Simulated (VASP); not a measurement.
A run of VASP 6.6.1 is set up as follows.

The input POSCAR:

```
CaF2
1.0
    0.0000000000      2.7101208311      2.7101208311
    2.7101208311      0.0000000000      2.7101208311
    2.7101208311      2.7101208311      0.0000000000
Ca F
1 2
Direct
    0.0000000000      0.0000000000      0.0000000000
    0.2500000000      0.2500000000      0.2500000000
    0.7500000000      0.7500000000      0.7500000000
```

The input INCAR.step1:

```
SYSTEM = CaF2
PREC = Accurate
ENCUT = 520
ISMEAR = 0
SIGMA = 0.05
LREAL = .False.
LASPH = .True.
NELM = 100
NBANDS = 19
GGA = PE
ALGO = Normal
EDIFF = 1E-4
LWAVE = .True.
LCHARG = .False.
```

INCAR.step2

```
SYSTEM = CaF2
PREC = Accurate
ENCUT = 520
EDIFF = 1E-6
ISMEAR = 0
SIGMA = 0.05
LREAL = .False.
LASPH = .True.
NELM = 100
ALGO = Normal
ISIF = 2
LWAVE = .False.
LCHARG = .False.
METAGGA = R2SCAN
LMIXTAU = .True.
IVDW = 12
VDW_S6 = 1.0
VDW_S8 = 0.78981345
VDW_A1 = 0.49484001
VDW_A2 = 5.73083694
NBANDS = 19
ISTART = 1
```

File KPOINTS:

```
regular mesh
0
Gamma
  6 6 6
  0 0 0
```

Potentials or basis: VASP PAW PBE potentials, release 64 (Ca_sv, F).

The run is started by

```console
$ cat potpaw_PBE.64/Ca_sv/POTCAR potpaw_PBE.64/F/POTCAR > POTCAR
$ cp INCAR.step1 INCAR
$ mpirun -np 1 vasp_std > vasp.out
$ cp INCAR.step2 INCAR
$ mpirun -np 1 vasp_std > vasp.out
```

Q: Estimate the dispersion energy per atom.

A: -0.076 eV.

Q: Estimate the pressure.

A: 0.7 GPa.

Caveat: the PAW data sets were made with another functional, which shifts forces and pressure a little.
